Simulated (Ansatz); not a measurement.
# Hf, bcc: how the functional moves the structure

All rows: Ansatz, plane waves with scalar-relativistic PAW, 420 eV (500 eV for the SCAN forms), relaxed under each functional, no dispersion correction, no zero-point motion. B₀ comes from uniform scaling at fixed shape; a dash is a value not given.

```tsv
functional	V (Å³/atom)	cell	B₀ (GPa)	magnetic state	ΔE to hcp (meV/atom)
PBE	22.33	a = 3.548 Å	100	spin not included	179
r²SCAN	22.22	a = 3.542 Å	101	spin not included	208
PBEsol	21.29	a = 3.492 Å	106	spin not included	166
LDA	20.44	a = 3.445 Å	113	spin not included	145
RPBE	23.02	a = 3.584 Å	95	spin not included	188
BLYP	22.90	a = 3.578 Å	96	spin not included	174
```

Problem. What does revPBE give?

Solution. V (Å³/atom): 22.83; cell: a = 3.574 Å; B₀ (GPa): 96; magnetic state: spin not included; ΔE to hcp (meV/atom): 186.
